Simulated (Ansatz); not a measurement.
Co:

```
CELL_PARAMETERS angstrom
2.47200 0.00000 0.00000
-1.23600 2.14081 0.00000
0.00000 0.00000 4.02114
ATOMIC_POSITIONS crystal
Co 0.66667 0.33333 0.75000
Co 0.33333 0.66667 0.25000
```

| Quantity | Value |
| --- | --- |
| Program | Ansatz 0.2.0 |
| Task | relaxation of cell and atoms |
| Functional | PBEsol0 |
| Potentials or basis | Ansatz PAW |
| Cutoff | 420 eV (not typed: the program's choice for these potentials) |
| k mesh | 6 × 6 × 4 |
| Occupations | fermi-dirac, width 0.05 eV |
| Spin | collinear spin, ferromagnetic start |
| Starting moments | [2.0, 2.0] μB |

At the start: volume 10.64 Å³/atom.

Q: How do energy, volume and symmetry change on relaxing?

A: It ends after 8 steps and the volume is 10.33 Å³/atom (-2.9 %); space group P6_3/mmc (No. 194, to 0.05 Å); moment 3.53 μB per cell.

Step by step:
| step | energy change (eV) | largest force (eV/Å) | volume (Å³) |
| --- | --- | --- | --- |
| 1 | 0.0000 | 0.0000 | 21.28 |
| 2 | -0.0273 | 0.0000 | 20.92 |
| 3 | -0.0338 | 0.0000 | 20.61 |
| 4 | -0.0337 | 0.0000 | 20.66 |
| 5 | -0.0337 | 0.0000 | 20.65 |
| 6 | -0.0318 | 0.0000 | 20.65 |
| 7 | -0.0318 | 0.0000 | 20.65 |
| 8 | -0.0318 | 0.0000 | 20.65 |

Final structure:
```
Co
1.0
     2.42387    0.00000    0.00000
    -1.21193    2.09913    0.00000
     0.00000    0.00000    4.05926
Co
2
Direct
  0.66667 0.33333 0.75000
  0.33333 0.66667 0.25000
```

Caveat: the k mesh is coarse (spacing up to 0.49 Å⁻¹), so the values aren't converged, least of all with exact exchange; the magnetic or orbital state may not be the lowest; the plane-wave basis is chosen anew once the cell has moved, so the energies of steps on either side of that aren't comparable; the pressure holds a Pulay correction of +0.4 GPa for the finite cutoff; the PAW data sets come from PBE, with cores solved anew for the run's functional, which leaves a small shift of forces and pressure.
